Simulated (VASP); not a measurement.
# BaTiO3 (Barioperovskite) (Amm2) in VASP: notebook

The runs below take BaTiO3 (Barioperovskite) through band structure, equation of state, with AM05, LDA.

All numbers are computed with VASP 6.6.1; they aren't measurements. Logs are shortened: lines on timing, memory, paths and dates and some standing lists are left out, and cuts for length are marked.

### 1 The crystal as given

It takes space group Amm2 (No. 38, orthorhombic). The conventional cell has a = 3.986 Å, b = 5.674 Å, c = 5.690 Å, α = 90.00°, β = 90.00°, γ = 90.00°. Around Ba (site symmetry mm2) lie 12 O at 2.77 to 2.92 Å. Ti (site symmetry mm2) is surrounded by 6 O at 1.93 to 2.09 Å. O (site symmetry m) has 2 Ti at 1.93 to 2.09 Å as nearest neighbours. O (site symmetry mm2) has 2 Ti at 2.00 Å as nearest neighbours.

### 2 Band structure, AM05

The input, POSCAR:

```
BaTiO3
1.0
    3.9855000000      0.0000000000      0.0000000000
    0.0000000000      2.8369000000      2.8451500000
    0.0000000000     -2.8369000000      2.8451500000
Ba Ti O
1 1 3
Direct
    0.0000000000      0.0000000000      0.0000000000
    0.5000000000      0.5124000000      0.5124000000
    0.5000000000      0.9918400000      0.5052400000
    0.5000000000      0.5052400000      0.9918400000
    0.0000000000      0.4874000000      0.4874000000
```

The input, INCAR.step1:

```
SYSTEM = BaTiO3
  ALGO = Normal
  EDIFF = 1E-6
  ENCUT = 520
  GGA = AM
  ISIF = 2
  ISMEAR = -1
  LASPH = .TRUE.
  LCHARG = .TRUE.
  LMAXMIX = 4
  LREAL = .FALSE.
  LWAVE = .FALSE.
  NELM = 100
  PREC = Accurate
  SIGMA = 0.05
```

The input, KPOINTS.step1:

```
k-points
0
G
  7 7 7
  0 0 0
```

The input, INCAR.step2:

```
SYSTEM = BaTiO3
  ALGO = Normal
  EDIFF = 1E-6
  ENCUT = 520
  GGA = AM
  ICHARG = 11
  ISIF = 2
  ISMEAR = 0
  LASPH = .TRUE.
  LCHARG = .FALSE.
  LMAXMIX = 4
  LREAL = .FALSE.
  LWAVE = .FALSE.
  NELM = 100
  PREC = Accurate
  SIGMA = 0.05
```

The input, KPOINTS.step2:

```
path GXSRAZGYX1A1TY,ZT
10
line-mode
reciprocal
 0.0000000000  0.0000000000  0.0000000000  G
 0.0000000000  0.4985522663 -0.4985522663  X

 0.0000000000  0.4985522663 -0.4985522663  X
 0.0000000000  0.0000000000 -0.5000000000  S

 0.0000000000  0.0000000000 -0.5000000000  S
-0.5000000000  0.0000000000 -0.5000000000  R

-0.5000000000  0.0000000000 -0.5000000000  R
-0.5000000000  0.4985522663 -0.4985522663  A

-0.5000000000  0.4985522663 -0.4985522663  A
-0.5000000000  0.0000000000  0.0000000000  Z

-0.5000000000  0.0000000000  0.0000000000  Z
 0.0000000000  0.0000000000  0.0000000000  G

 0.0000000000  0.0000000000  0.0000000000  G
 0.0000000000 -0.5000000000 -0.5000000000  Y

 0.0000000000 -0.5000000000 -0.5000000000  Y
 0.0000000000 -0.4985522663 -0.5014477337  X1

 0.0000000000 -0.4985522663 -0.5014477337  X1
-0.5000000000 -0.4985522663 -0.5014477337  A1

-0.5000000000 -0.4985522663 -0.5014477337  A1
-0.5000000000 -0.5000000000 -0.5000000000  T

-0.5000000000 -0.5000000000 -0.5000000000  T
 0.0000000000 -0.5000000000 -0.5000000000  Y

-0.5000000000  0.0000000000  0.0000000000  Z
-0.5000000000 -0.5000000000 -0.5000000000  T
```

Potentials or basis: VASP PAW PBE potentials, release 64 (Ba_sv, Ti_sv, O).

Run with:

```console
> cat potpaw_PBE.64/Ba_sv/POTCAR potpaw_PBE.64/Ti_sv/POTCAR potpaw_PBE.64/O/POTCAR > POTCAR
> cp INCAR.step1 INCAR
> cp KPOINTS.step1 KPOINTS
> mpirun -np 1 vasp_std > vasp.out
> cp INCAR.step2 INCAR
> cp KPOINTS.step2 KPOINTS
> mpirun -np 1 vasp_std > vasp.out
```

OUTCAR:

```text
SYSTEM = BaTiO3
   EDIFF = 1E-6
   ENCUT = 520
   GGA = AM
   ICHARG = 11
   ISIF = 2
   ISMEAR = 0
   LASPH = .TRUE.
   LREAL = .FALSE.
   NELM = 100
   PREC = Accurate

 ion  position               nearest neighbor table
   1  0.000  0.000  0.000-   5 2.77   4 2.81   3 2.81   3 2.81   4 2.81   5 2.84   5 2.84   4 2.84
                             3 2.84   3 2.84   4 2.84   5 2.92   2 3.42   2 3.42   2 3.47   2 3.47
   2  0.500  0.512  0.512-   3 1.93   4 1.93   5 2.00   5 2.00   3 2.09   4 2.09   1 3.42   1 3.42
                             1 3.47   1 3.47   1 3.47   1 3.47   1 3.53   1 3.53
   3  0.500  0.992  0.505-   2 1.93   2 2.09   1 2.81   1 2.81   1 2.84   1 2.84
   4  0.500  0.505  0.992-   2 1.93   2 2.09   1 2.81   1 2.81   1 2.84   1 2.84
   5  0.000  0.487  0.487-   2 2.00   2 2.00   1 2.77   1 2.84   1 2.84   1 2.92

  LATTYP: Found a base centered orthorhombic cell.
 ALAT       =     5.6738000000
 B/A-ratio  =     1.0029081039
 C/A-ratio  =     0.7024392823

  Lattice vectors:

 A1 = (   0.0000000000,   2.8369000000,  -2.8451500000)
 A2 = (   0.0000000000,   2.8369000000,   2.8451500000)
 A3 = (   3.9855000000,   0.0000000000,   0.0000000000)

Analysis of symmetry for initial positions (statically):
=====================================================================
 Subroutine PRICEL returns:
 Original cell was already a primitive cell.

 Routine SETGRP: Setting up the symmetry group for a
 base centered orthorhombic supercell.

 Subroutine GETGRP returns: Found  4 space group operations
 (whereof  4 operations were pure point group operations)
 out of a pool of  8 trial point group operations.

The static configuration has the point symmetry C_2v.

Analysis of symmetry for dynamics (positions and initial velocities):
=====================================================================
 Subroutine PRICEL returns:
 Original cell was already a primitive cell.

 Routine SETGRP: Setting up the symmetry group for a
 base centered orthorhombic supercell.

 Subroutine GETGRP returns: Found  4 space group operations
 (whereof  4 operations were pure point group operations)
 out of a pool of  8 trial point group operations.

The dynamic configuration has the point symmetry C_2v.

 Subroutine INISYM returns: Found  4 space group operations
 (whereof  4 operations are pure point group operations),
 and found     1 'primitive' translations

----------------------------------------------------------------------------------------

                                     Primitive cell

  volume of cell :      64.3372

  direct lattice vectors                    reciprocal lattice vectors
     3.985500000  0.000000000  0.000000000     0.250909547  0.000000000  0.000000000
     0.000000000  2.836900000  2.845150000     0.000000000  0.176248722  0.175737659
     0.000000000 -2.836900000  2.845150000     0.000000000 -0.176248722  0.175737659

  length of vectors
     3.985500000  4.017820321  4.017820321     0.250909547  0.248892219  0.248892219

  position of ions in fractional coordinates (direct lattice)
     0.000000000  0.000000000  0.000000000
     0.500000000  0.512400000  0.512400000
     0.500000000  0.991840000  0.505240000
     0.500000000  0.505240000  0.991840000
     0.000000000  0.487400000  0.487400000

  ion indices of the primitive-cell ions
   primitive index   ion index
                 1           1
                 2           2
                 3           3
                 4           4
                 5           5

----------------------------------------------------------------------------------------

 KPOINTS: path GXSRAZGYX1A1TY,ZT

Interpolating k-points between supplied coordinates.

 Line segments in fractional coordinates (reciprocal lattice):
    0.000000  0.000000  0.000000  ...  0.000000  0.498552 -0.498552
    0.000000  0.498552 -0.498552  ...  0.000000  0.000000 -0.500000
    0.000000  0.000000 -0.500000  ... -0.500000  0.000000 -0.500000
   -0.500000  0.000000 -0.500000  ... -0.500000  0.498552 -0.498552
[... 40 lines left out ...]
 non-spin polarized calculation
 Gauss-broadening in eV      SIGMA  =   0.05
  energy-cutoff  :      520.00
  volume of cell :       64.34
 maximum number of plane-waves:      1759
 NGX is ok and might be reduce to    30

 number of electron      39.9999995 magnetization

 Free energy of the ion-electron system (eV)
  ---------------------------------------------------
  ext. energy  EPLUGINS =         0.00000000
  ---------------------------------------------------
  free energy    TOTEN  =       -41.37378744 eV

  energy without entropy =      -41.37378744  energy(sigma->0) =      -41.37378744

 E-fermi :   4.0277     XC(G=0): -11.3868

 val. band max:        3.7204695020   @ k =  -0.5000  -0.5000  -0.5000
 cond. band min:       5.5239104953   @ k =   0.0000   0.0000   0.0000
 fundamental gap:      1.8034409933
 Fermi energy:         4.0276682407

 k-point     1 :       0.0000    0.0000    0.0000
  band No.  band energies     occupation
      1     -52.4863      2.00000
      2     -28.8971      2.00000
      3     -28.8954      2.00000
      4     -28.8800      2.00000
      5     -21.0960      2.00000
      6     -13.0299      2.00000
[... 16 lines left out ...]
     23       5.7492      0.00000
     24       7.7542      0.00000

 k-point     2 :       0.0000    0.0554   -0.0554
  band No.  band energies     occupation
      1     -52.4863      2.00000
      2     -28.8986      2.00000
      3     -28.8969      2.00000
      4     -28.8799      2.00000
      5     -21.0892      2.00000
      6     -13.0312      2.00000
[... 16 lines left out ...]
     23       5.8184      0.00000
     24       7.8465      0.00000

 k-point     3 :       0.0000    0.1108   -0.1108
  band No.  band energies     occupation
      1     -52.4861      2.00000
      2     -28.9030      2.00000
      3     -28.9010      2.00000
      4     -28.8796      2.00000
      5     -21.0700      2.00000
      6     -13.0332      2.00000
[... 16 lines left out ...]
     23       6.0038      0.00000
     24       7.9670      0.00000
[... 514 lines left out ...]
 k-point    23 :      -0.1111    0.0000   -0.5000
  band No.  band energies     occupation
      1     -52.4852      2.00000
      2     -28.9473      2.00000
      3     -28.8940      2.00000
      4     -28.8844      2.00000
      5     -20.9706      2.00000
      6     -13.2049      2.00000
[... 16 lines left out ...]
     23       7.2608      0.00000
     24       8.0217      0.00000

 k-point    24 :      -0.1667    0.0000   -0.5000
  band No.  band energies     occupation
      1     -52.4850      2.00000
      2     -28.9468      2.00000
      3     -28.8938      2.00000
      4     -28.8915      2.00000
      5     -20.9601      2.00000
      6     -13.1352      2.00000
[... 16 lines left out ...]
     23       7.2755      0.00000
     24       8.1990      0.00000

 [... further k-points ...]
[... 5 lines left out ...]
  --------------------------------------------------------------------------------------
  -------------------------------------------------------------------------------------
  Total        1.7741301      0.2451471     -0.0905207      0.0000000      0.0000000      0.0000000
  in kB       44.1808464      6.1048544     -2.2542215      0.0000000      0.0000000      0.0000000
  external PRESSURE =      16.0104931 kB  Pullay stress =       0.0000000 kB

 VOLUME and BASIS-vectors are now :
 -----------------------------------------------------------------------------
  energy-cutoff  :      520.00
  volume of cell :       64.34
      direct lattice vectors                 reciprocal lattice vectors
     3.985500000  0.000000000  0.000000000     0.250909547  0.000000000  0.000000000
     0.000000000  2.836900000  2.845150000     0.000000000  0.176248722  0.175737659
     0.000000000 -2.836900000  2.845150000     0.000000000 -0.176248722  0.175737659

 POSITION                                       TOTAL-FORCE (eV/Angst)
 -----------------------------------------------------------------------------------
      0.00000      0.00000      0.00000         0.000000      0.000000      0.268501
      1.99275      0.00000      2.91571         0.000000      0.000000      0.349350
      1.99275      1.38044      4.25942         0.000000     -0.096023     -0.312284
      1.99275     -1.38044      4.25942         0.000000      0.096023     -0.312284
      0.00000      0.00000      2.77345         0.000000      0.000000      0.006717
 -----------------------------------------------------------------------------------
    total drift:                                0.000000      0.000001     -0.014685

  FREE ENERGIE OF THE ION-ELECTRON SYSTEM (eV)
  ---------------------------------------------------
  free  energy   TOTEN  =       -41.3737874398 eV

  energy  without entropy=      -41.3737874398  energy(sigma->0) =      -41.37378744
```

Wall time 78 s (1 thread of AMD EPYC 9R45 (Zen 5), shared host); peak memory 0.27 GiB.

Results:

| Quantity | Value |
| --- | --- |
| Band gap on the k mesh | 1.87 eV, indirect (least direct gap 2.01 eV) |
| Band gap along the path | 1.80 eV, indirect (least direct gap 2.01 eV) |

Levels at the corners of the path, in eV from the valence-band top:
```
point  band 16  band 17  band 18  band 19  band 20  band 21  band 22  band 23  band 24
    Γ    -1.16    -1.10    -0.36    -0.25    -0.21     1.80     1.87     2.03     4.03
    X    -2.71    -1.67    -0.92    -0.88    -0.14     3.53     3.59     3.93     4.90
    X    -2.71    -1.67    -0.92    -0.88    -0.14     3.53     3.59     3.93     4.90
    S    -1.95    -1.86    -1.70    -0.83    -0.75     2.06     3.52     3.55     4.07
    S    -1.95    -1.86    -1.70    -0.83    -0.75     2.06     3.52     3.55     4.07
    R    -2.71    -1.73    -0.90    -0.89    -0.09     3.54     3.56     3.94     4.78
    R    -2.71    -1.73    -0.90    -0.89    -0.09     3.54     3.56     3.94     4.78
    A    -2.42    -2.41    -0.05    -0.01     0.00     4.15     4.19     4.21     6.61
    A    -2.42    -2.41    -0.05    -0.01     0.00     4.15     4.19     4.21     6.59
    Z    -2.02    -1.84    -1.75    -0.83    -0.78     2.01     3.50     3.58     4.02
    Z    -2.02    -1.84    -1.75    -0.83    -0.78     2.01     3.50     3.58     4.02
    Γ    -1.16    -1.10    -0.36    -0.25    -0.21     1.80     1.87     2.03     4.03
    Γ    -1.16    -1.10    -0.36    -0.25    -0.21     1.80     1.87     2.03     4.03
    Y    -2.71    -1.67    -0.92    -0.88    -0.14     3.53     3.59     3.93     4.90
    Y    -2.71    -1.67    -0.92    -0.88    -0.14     3.53     3.59     3.93     4.90
   X1    -2.71    -1.67    -0.92    -0.88    -0.14     3.53     3.59     3.93     4.90
   X1    -2.71    -1.67    -0.92    -0.88    -0.14     3.53     3.59     3.93     4.90
   A1    -2.42    -2.41    -0.05    -0.01     0.00     4.15     4.19     4.21     6.57
   A1    -2.42    -2.41    -0.05    -0.01     0.00     4.15     4.19     4.21     6.58
    T    -2.42    -2.41    -0.05    -0.01     0.00     4.15     4.19     4.21     6.57
    T    -2.42    -2.41    -0.05    -0.01     0.00     4.15     4.19     4.21     6.59
    Y    -2.71    -1.67    -0.92    -0.88    -0.14     3.53     3.59     3.93     4.90
    Z    -2.02    -1.84    -1.75    -0.83    -0.78     2.01     3.50     3.58     4.02
    T    -2.42    -2.41    -0.05    -0.01     0.00     4.15     4.19     4.21     6.57
```

Caveat: the log is that of the step along the path at fixed density, whose energy, stress, charges and moments have no meaning; the PAW data sets were made with another functional, which shifts forces and pressure a little; spin-orbit coupling is left out, which moves the levels of the heavy elements.

### 3 Equation of state, LDA, 11.91 Å³/atom (a relaxed cell with its volume scaled by 0.96)

The input, INCAR:

```
  PREC = Accurate
  ENCUT = 520
  EDIFF = 1E-7
  ISMEAR = 0
  SIGMA = 0.02
  LREAL = False
  LASPH = True
  NELM = 100
  ALGO = Normal
  ISIF = 2
  LWAVE = False
  LCHARG = False
  GGA = CA
  KPAR = 2
```

The input, KPOINTS:

```
Automatic mesh
0
Gamma
  6 6 6
```

The input, POSCAR:

```
BaTiO3                                  
1.0
    3.8863786374      0.0000000000      0.0000000000
    0.0000000000      2.7658788034      2.7703496827
    0.0000000000     -2.7658788034      2.7703496827
  Ba              Ti              O             
     1     1     3
Direct
     0.0000000000000000    0.0042762226165950    0.0042762226165950
     0.5000000000000000    0.5146048519476946    0.5146048519476946
     0.5000000000000000    0.9890514257475341    0.4948844502322982
     0.5000000000000000    0.4948844502322982    0.9890514257475341
     0.0000000000000000    0.4940630494558826    0.4940630494558826
```

Potentials or basis: VASP PAW LDA potentials, release 64 (Ba_sv, Ti_sv, O).

Run with:

```console
> cat potpaw_LDA.64/Ba_sv/POTCAR potpaw_LDA.64/Ti_sv/POTCAR potpaw_LDA.64/O/POTCAR > POTCAR
> mpirun -np 2 vasp_std > vasp.out
```

It took 40 s on 2 MPI ranks of Intel Xeon Platinum 8259CL at 2.50GHz (Skylake/Cascade Lake), shared host; peak memory 0.19 GiB.

It converged, with:

- Free energy: -44.0936 eV
- Pressure: 8.9 GPa
- Largest force: 0.278 eV/Å
- Band gap on the k mesh: 2.00 eV, indirect (least direct gap 2.19 eV)

Caveat: spin-orbit coupling is left out, which moves the levels of the heavy elements.

### 4 Equation of state, LDA, 12.16 Å³/atom (a relaxed cell with its volume scaled by 0.98)

INCAR is that of step 3.

KPOINTS is that of step 3.

POSCAR: that of step 3 with these lines changed.

```diff
@@ -2,5 +2,5 @@
 1.0
-    3.8863786374      0.0000000000      0.0000000000
-    0.0000000000      2.7658788034      2.7703496827
-    0.0000000000     -2.7658788034      2.7703496827
+    3.9131820957      0.0000000000      0.0000000000
+    0.0000000000      2.7849544325      2.7894561463
+    0.0000000000     -2.7849544325      2.7894561463
   Ba              Ti              O
```

Run with:

```console
> cat potpaw_LDA.64/Ba_sv/POTCAR potpaw_LDA.64/Ti_sv/POTCAR potpaw_LDA.64/O/POTCAR > POTCAR
> mpirun -np 2 vasp_std > vasp.out
```

Wall time 40 s (2 MPI ranks of Intel Xeon Platinum 8259CL at 2.50GHz (Skylake/Cascade Lake), shared host); peak memory 0.2 GiB.

Results (log left out):

- Free energy: -44.1458 eV
- Pressure: 4.3 GPa
- Largest force: 0.134 eV/Å
- Band gap on the k mesh: 1.97 eV, indirect (least direct gap 2.18 eV)

Caveat: spin-orbit coupling is left out, which moves the levels of the heavy elements.

### 5 Equation of state, LDA, 12.41 Å³/atom

INCAR is that of step 4.

KPOINTS is that of step 4.

POSCAR: that of step 4 with these lines changed.

```diff
@@ -2,5 +2,5 @@
 1.0
-    3.9131820957      0.0000000000      0.0000000000
-    0.0000000000      2.7849544325      2.7894561463
-    0.0000000000     -2.7849544325      2.7894561463
+    3.9396233173      0.0000000000      0.0000000000
+    0.0000000000      2.8037722630      2.8083043948
+    0.0000000000     -2.8037722630      2.8083043948
   Ba              Ti              O
```

Run with:

```console
> cat potpaw_LDA.64/Ba_sv/POTCAR potpaw_LDA.64/Ti_sv/POTCAR potpaw_LDA.64/O/POTCAR > POTCAR
> mpirun -np 2 vasp_std > vasp.out
```

Wall time 37 s (2 MPI ranks of Intel Xeon Platinum 8259CL at 2.50GHz (Skylake/Cascade Lake), shared host); peak memory 0.2 GiB.

It converged, with:

* Free energy: -44.1647 eV
* Pressure: 0.3 GPa
* Largest force: 0.006 eV/Å
* Band gap on the k mesh: 1.93 eV, indirect (least direct gap 2.16 eV)

Caveat: spin-orbit coupling is left out, which moves the levels of the heavy elements.

### 6 Equation of state, LDA, 12.66 Å³/atom (a relaxed cell with its volume scaled by 1.02)

INCAR is that of step 5.

KPOINTS is that of step 5.

POSCAR: that of step 5 with these lines changed.

```diff
@@ -2,5 +2,5 @@
 1.0
-    3.9396233173      0.0000000000      0.0000000000
-    0.0000000000      2.8037722630      2.8083043948
-    0.0000000000     -2.8037722630      2.8083043948
+    3.9657142983      0.0000000000      0.0000000000
+    0.0000000000      2.8223408323      2.8269029791
+    0.0000000000     -2.8223408323      2.8269029791
   Ba              Ti              O
```

Potentials or basis: VASP PAW LDA potentials, release 64 (Ba_sv, Ti_sv, O).

Run with:

```console
> cat potpaw_LDA.64/Ba_sv/POTCAR potpaw_LDA.64/Ti_sv/POTCAR potpaw_LDA.64/O/POTCAR > POTCAR
> mpirun -np 2 vasp_std > vasp.out
```

Wall time 37 s (2 MPI ranks of Intel Xeon Platinum 8259CL at 2.50GHz (Skylake/Cascade Lake), shared host); peak memory 0.2 GiB.

Results (log left out):

```yaml
Free_energy: -44.1538 eV
Pressure: -3.4 GPa
Largest_force: 0.132 eV/Å
Band_gap_on_the_k_mesh: 1.89 eV, indirect (least direct gap 2.14 eV)
```

Caveat: spin-orbit coupling is left out, which moves the levels of the heavy elements.

### 7 Equation of state, LDA, 12.90 Å³/atom (a relaxed cell with its volume scaled by 1.04)

INCAR is that of step 6.

KPOINTS is that of step 6.

POSCAR: that of step 6 with these lines changed.

```diff
@@ -2,5 +2,5 @@
 1.0
-    3.9657142983      0.0000000000      0.0000000000
-    0.0000000000      2.8223408323      2.8269029791
-    0.0000000000     -2.8223408323      2.8269029791
+    3.9914664115      0.0000000000      0.0000000000
+    0.0000000000      2.8406682344      2.8452600063
+    0.0000000000     -2.8406682344      2.8452600063
   Ba              Ti              O
```

Run with:

```console
> cat potpaw_LDA.64/Ba_sv/POTCAR potpaw_LDA.64/Ti_sv/POTCAR potpaw_LDA.64/O/POTCAR > POTCAR
> mpirun -np 2 vasp_std > vasp.out
```

It took 47 s on 2 MPI ranks of Intel Xeon Platinum 8259CL at 2.50GHz (Skylake/Cascade Lake), shared host; peak memory 0.2 GiB.

Results (log left out):

```
Free energy            : -44.1162 eV
Pressure               : -6.6 GPa
Largest force          : 0.254 eV/Å
Band gap on the k mesh : 1.85 eV, indirect (least direct gap 2.12 eV)
```

Caveat: spin-orbit coupling is left out, which moves the levels of the heavy elements.

### 8 Equation of state, LDA

This run uses another cell than the first one, of 12.41 Å³/atom, 0.964 times its volume.

This step only gathers the single runs of the series.

What came out:

- Equilibrium volume: 12.44 Å³/atom
- Bulk modulus at fixed shape and positions: 190 GPa
- Pressure derivative of the bulk modulus: 4.5 (rough: it moves with the points fitted)

Energy against volume, from the lowest point:
| volume (Å³/atom) | energy (meV/atom) |
| --- | --- |
| 11.912 | 14.21 |
| 12.160 | 3.79 |
| 12.408 | 0.00 |
| 12.656 | 2.19 |
| 12.904 | 9.71 |

Caveat: the cell was scaled at fixed shape and fractional positions, which overstates the stiffness of a crystal with free parameters, most of all of layers and chains. Spin-orbit coupling is left out, which matters for the levels of Ba.
